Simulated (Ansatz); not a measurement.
Cost and result for the atomization energy of diethylzinc (DEZ), C$_{4}$H$_{10}$Zn (15 atoms, 14 bonds).

Cartesian coordinates in Å:
```
C -1.562 1.450 1.645
C -0.757 0.185 1.940
Zn 0.253 -0.539 0.427
C 1.262 -1.262 -1.088
C 1.113 -0.494 -2.401
H -2.306 1.289 0.860
H -2.104 1.807 2.528
H -0.924 2.273 1.311
H -1.423 -0.605 2.308
H -0.050 0.373 2.756
H 0.957 -2.305 -1.228
H 2.319 -1.305 -0.798
H 1.446 0.543 -2.309
H 1.700 -0.945 -3.209
H 0.075 -0.464 -2.742
```

Total charge 0; spin multiplicity 1. For Zn the d shell is correlated and the shells below it are frozen. Scalar relativity is left out up to krypton. Geometry: relaxed with PBE0-D4/def2-TZVP. It is one conformer, not always the lowest. Program: Ansatz. All runs use 2 threads of an AMD EPYC 7R13 on a shared host and a share of an NVIDIA H100 80 GB. Times are those of one run each, without the atoms' runs, and a repeat can differ threefold. Electronic energies, without spin–orbit coupling; frozen cores. CCSD(T)/CBS adds CCSD(T) − MP2 in def2-TZVPP to the MP2 limit, and its time is that of the two runs behind it. T1 = 0.012. With those shells the extrapolation isn't a true limit. B3LYP takes the VWN-RPA correlation (the form of Gaussian; ORCA's B3LYP/G).

CCSD(T)/CBS is a level of theory with its own doubt, some kJ/mol a heavy atom from the limit and from the frozen cores, so smaller differences don't rank the functionals.

```json
{"level": "CCSD(T)/def2-SVP", "functions": "137", "wall time": "3 s"}
{"level": "BLYP-D4/def2-TZVPP", "functions": "328", "wall time": "3.4 s"}
{"level": "PBE-D4/def2-TZVPP (with forces)", "functions": "328", "wall time": "3.6 s"}
{"level": "PBE0-D4/def2-TZVPP", "functions": "328", "wall time": "3.9 s"}
{"level": "BHLYP-D4/def2-TZVPP", "functions": "328", "wall time": "4.2 s"}
{"level": "r2SCAN-D4/def2-TZVPP (with forces)", "functions": "328", "wall time": "4.5 s"}
{"level": "CAM-B3LYP-D4/def2-TZVPP", "functions": "328", "wall time": "4.7 s"}
{"level": "PBE-QIDH/def2-TZVPP", "functions": "328", "wall time": "4.7 s"}
{"level": "B3LYP-D4/def2-TZVPP (with forces)", "functions": "328", "wall time": "5.5 s"}
{"level": "B2PLYP/def2-TZVPP", "functions": "328", "wall time": "5.5 s"}
{"level": "MP2/def2-QZVPP", "functions": "628", "wall time": "6 s"}
{"level": "CCSD(T)/def2-TZVPP", "functions": "328", "wall time": "11 s"}
{"level": "CCSD(T)/CBS(def2)", "functions": "–", "wall time": "17 s"}
```

Problem. What atomization energy does each give, and how far from CCSD(T)/CBS? (Estimate.)

Solution. The calculation gave: 
| level | atomization (kJ/mol) | difference from CCSD(T)/CBS | per bond |
| --- | --- | --- | --- |
| CCSD(T)/def2-SVP | 5182.3 | -203.0 | -14.5 |
| BLYP-D4/def2-TZVPP | 5339.3 | -46.0 | -3.3 |
| PBE-D4/def2-TZVPP (with forces) | 5469.0 | 83.7 | 6.0 |
| PBE0-D4/def2-TZVPP | 5419.0 | 33.7 | 2.4 |
| BHLYP-D4/def2-TZVPP | 5272.0 | -113.3 | -8.1 |
| r2SCAN-D4/def2-TZVPP (with forces) | 5413.6 | 28.3 | 2.0 |
| CAM-B3LYP-D4/def2-TZVPP | 5410.6 | 25.3 | 1.8 |
| PBE-QIDH/def2-TZVPP | 5392.1 | 6.8 | 0.5 |
| B3LYP-D4/def2-TZVPP (with forces) | 5379.4 | -5.9 | -0.4 |
| B2PLYP/def2-TZVPP | 5335.3 | -50.0 | -3.6 |
| MP2/def2-QZVPP | 5391.1 | 5.8 | 0.4 |
| CCSD(T)/def2-TZVPP | 5277.4 | -107.9 | -7.7 |
| CCSD(T)/CBS(def2) | 5385.3 | 0.0 | 0.0 |

From PBE to PBE0 (25 % exact exchange), in def2-TZVPP and without D4, the atomization energy moves by −46.3 kJ/mol: exact exchange takes away binding that semilocal exchange gives to molecules. In def2-TZVPP, CCSD(T) changes the Hartree–Fock value by +1215.0 kJ/mol (the triples alone add +61.8 kJ/mol) and MP2 by +1264.7 kJ/mol; breaking electron pairs costs correlation energy, which Hartree–Fock lacks. The D4 term adds +38.2 kJ/mol with B3LYP and +20.1 kJ/mol with PBE0; it sums over pairs of atoms, weighted by their polarisabilities, and B3LYP, whose exchange is more repulsive, gets the larger term.
